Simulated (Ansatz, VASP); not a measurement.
**One calculation of FeO, two programs**

```
CELL_PARAMETERS angstrom
2.62760 -1.49331 0.00000
2.62760 1.49331 0.00000
-0.22953 0.00000 5.16188
ATOMIC_POSITIONS crystal
Fe 0.00000 0.00000 0.50000
Fe 0.00000 0.00000 0.00000
O 0.33547 0.33547 0.74430
O 0.66453 0.66453 0.25570
```

Change from the starting cell: volume scaled by 0.94.

Alike in both runs: task single point; functional PBE; k mesh 10 × 10 × 5; occupations fermi-dirac, width 0.05 eV; collinear spin, ferromagnetic start.

|  | VASP | Ansatz |
| --- | --- | --- |
| version | VASP 6.6.1 | Ansatz 0.2.0 |
| potentials or method | VASP PAW PBE potentials, release 64 (Fe, O) | Ansatz PAW |
| plane-wave cutoff (eV) | 520 | 420 |
| valence electrons in the cell | 28 | 44 |

|  | VASP | Ansatz | Ansatz less VASP |
| --- | --- | --- | --- |
| gap on the k mesh at the Fermi level (eV) | none | none | - |
| pressure (GPa) | 0.1 | -4.8 | -4.94 |
| largest component of the traceless stress (GPa) | 4.90 | 7.66 | +2.759 |
| rms of the force components (eV/Å) | 0.097 | 0.101 | +0.0033 |
| net moment per atom (μB) | 2.00 | 0.01 | -1.987 |
| size of the moment on the site where the two differ most (μB) | 3.60 | 3.19 | -0.407 |

The net moments differ so much that the two runs ended in different magnetic states, which moves the other rows too. Site moments also hang on the region over which each program counts them. Atom by atom the forces differ by 0.006 eV/Å (rms over components). A gap of «none» marks a metal or a gap that the smearing closes. The two sets of potentials don't hold the same shells in valence.

Caveats: semilocal functionals often make such compounds metallic where correlation or magnetic order opens a gap, which also shifts bond lengths; only a ferromagnetic start was run, and an antiferromagnetic order may lie lower in energy (VASP); the pressure holds a Pulay correction of +0.6 GPa for the finite cutoff (Ansatz); the starting moments weren't kept (Ansatz).
